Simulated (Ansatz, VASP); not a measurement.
**TiB: VASP beside Ansatz**

INCAR

```
PREC = Accurate
ENCUT = 520
EDIFF = 1E-7
ISMEAR = -1
SIGMA = 0.05
LREAL = F
LASPH = T
NELM = 80
ALGO = Normal
ISIF = 2
LWAVE = F
LCHARG = F
GGA = CA
NBANDS = 14
```

The input KPOINTS:

```
Automatic mesh
0
Gamma
  13 13 13
```

POSCAR

```
TiB
1.0
    0.0000000000      2.1079801177      2.1079801177
    2.1079801177      0.0000000000      2.1079801177
    2.1079801177      2.1079801177      0.0000000000
Ti B
1 1
Direct
    0.7500000000      0.7500000000      0.7500000000
    0.0000000000      0.0000000000      0.0000000000
```

Input for Ansatz:

```yaml
crystal:
  lattice:
    - [0.0, 2.1079801177, 2.1079801177]
    - [2.1079801177, 0.0, 2.1079801177]
    - [2.1079801177, 2.1079801177, 0.0]
  atoms:
    - { symbol: Ti, position: [0.75, 0.75, 0.75] }
    - { symbol: B, position: [0.0, 0.0, 0.0] }
kpoints:
  mp_grid: { grid: [13, 13, 13] }
  band_path:
    path:
      - [0.0, 0.0, 0.0]
      - [-0.5, -0.5, 0.0]
      - [-0.375, -0.375, 0.25]
      - [-0.375, 0.0, 0.375]
      - [0.0, 0.0, 0.0]
      - [0.0, 0.0, 0.5]
      - [-0.5, -0.25, 0.25]
      - [-0.5, -0.5, 0.0]
    npoints: 5
scf:
  occupations: { method: fermi_dirac, width: 0.05 }
hamiltonian:
  xc: lda
  pseudopotentials: { kind: all_electron, lapw: { basis_error: 0.00025 } }
output:
  forces: true
  stress: true
  eigenvalues: true
```

Change from the starting cell: volume scaled by 1.01.

Alike in both runs: task single point; functional LDA; k mesh 13 × 13 × 13; occupations fermi-dirac, width 0.05 eV; no spin polarisation.

|  | VASP | Ansatz |
| --- | --- | --- |
| version | VASP 6.6.1 | Ansatz 0.2.0 |
| potentials or method | VASP PAW LDA potentials, release 64 (Ti_sv, B) | all-electron LAPW, scalar-relativistic |
| plane-wave cutoff (eV) | 520 | see its input |

|  | VASP | Ansatz | Ansatz less VASP |
| --- | --- | --- | --- |
| pressure (GPa) | 101.4 | 101.5 | +0.02 |

Ansatz ran all-electron here, so the differences hold the error of VASP's frozen core and of both bases.

Caveats: the cell as given lies far from equilibrium; so large a pressure means that the cell lies far from this level's equilibrium, or that cutoff or potentials fall short (VASP).
